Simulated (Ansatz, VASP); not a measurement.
# Two plane-wave programs on Mg

```
Mg
1.0
     0.00000    2.16795    2.16795
     2.16795    0.00000    2.16795
     2.16795    2.16795    0.00000
Mg
1
Direct
  0.00000 0.00000 0.00000
```

Alike in both runs: functional PBE; k mesh 15 × 15 × 15; occupations fermi-dirac, width 0.08 eV; no spin polarisation.

Ansatz relaxed the structure, and its values are those at the end. VASP's run is a single point on that final structure, the one shown.

|  | VASP | Ansatz |
| --- | --- | --- |
| version | VASP 6.6.1 | Ansatz 0.2.0 |
| potentials or method | VASP PAW PBE potentials, release 64 (Mg) | PAW with Ansatz's default frozen-core files, scalar-relativistic |
| plane-wave cutoff (eV) | 520 | 420 |
| valence electrons in the cell | 2 | 10 |

|  | VASP | Ansatz | Ansatz less VASP |
| --- | --- | --- | --- |
| pressure (GPa) | 5.6 | 5.7 | +0.11 |

The two sets of potentials don't hold the same shells in valence.
